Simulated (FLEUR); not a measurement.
The system is CaO.

```xyz
2
Lattice="0.0000 2.4036 2.4036 2.4036 0.0000 2.4036 2.4036 2.4036 0.0000" Properties=species:S:1:pos:R:3 pbc="T T T"
Ca    0.0000    0.0000    0.0000
O     2.4036    2.4036    2.4036
```

The cell is a database's computed one.

Base run:

```yaml
Program: FLEUR MaX-R8.1 (later development tree)
Functional: r2SCAN
Potentials_or_basis: all-electron
Basis: FLAPW
Kmax: 4.12 1/bohr
k_mesh: 10 × 10 × 10
Occupations: fermi-dirac, width 0.05 eV
Spin: no spin polarisation
```

Its results: band gap on the k mesh 4.18 eV, indirect (least direct gap 4.56 eV).

Q: The run is repeated on the same cell with these changes: functional from r2SCAN to Wu-Cohen GGA. What comes out?

A: Band gap on the k mesh 3.56 eV, indirect (least direct gap 3.94 eV).

Caveats: the meta-GGA is that of a development version, with a GGA for the radial functions and cores and without core tails (some runs).
